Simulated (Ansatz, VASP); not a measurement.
Se: VASP beside Ansatz

The input INCAR:

```
SYSTEM = Se
PREC = Accurate ; ENCUT = 520
EDIFF = 1E-6 ; ISMEAR = 0
SIGMA = 0.05 ; LREAL = .False.
LASPH = .True. ; NELM = 60
ALGO = Fast ; ISIF = 2
LWAVE = .False. ; LCHARG = .False.
GGA = PE ; NBANDS = 9
```

Contents of KPOINTS:

```
Automatic mesh
0
Gamma
  8 8 8
  0 0 0
```

POSCAR

```
Se
1.0
   -1.7034486149      1.7034486149      1.7034486149
    1.7034486149     -1.7034486149      1.7034486149
    1.7034486149      1.7034486149     -1.7034486149
Se
1
Direct
    0.0000000000      0.0000000000      0.0000000000
```

Input for Ansatz:

```yaml
crystal:
  lattice:
    - [-1.7034486149, 1.7034486149, 1.7034486149]
    - [1.7034486149, -1.7034486149, 1.7034486149]
    - [1.7034486149, 1.7034486149, -1.7034486149]
  atoms:
    - { symbol: Se, position: [0.0, 0.0, 0.0] }
basis:
  ecutwfc: 420
  ecutrho_ratio: 4
kpoints:
  mp_grid: { grid: [8, 8, 8] }
hamiltonian:
  xc: pbe
scf:
  occupations: { method: gaussian, width: 0.05 }
output:
  forces: true
  stress: true
  eigenvalues: true
```

This isn't the form of Se at room conditions, which is trigonal, of chains.

Alike in both runs: task single point; functional PBE; k mesh 8 × 8 × 8; occupations gaussian, width 0.05 eV; no spin polarisation.

|  | VASP | Ansatz |
| --- | --- | --- |
| version | VASP 6.6.1 | Ansatz 0.2.0 |
| potentials or method | VASP PAW PBE potentials, release 64 (Se) | scalar-relativistic, plane waves, PAW |
| plane-wave cutoff (eV) | 520 | 420 |
| valence electrons in the cell | 6 | 16 |

```tsv
	VASP	Ansatz	Ansatz less VASP
gap on the k mesh at the Fermi level (eV)	none	none	-
pressure (GPa)	1.8	1.7	-0.01
```

A gap of «none» marks a metal or a gap that the smearing closes. With one functional, cell and mesh, what is left measures potentials, basis and numerics. The two sets of potentials don't hold the same shells in valence.
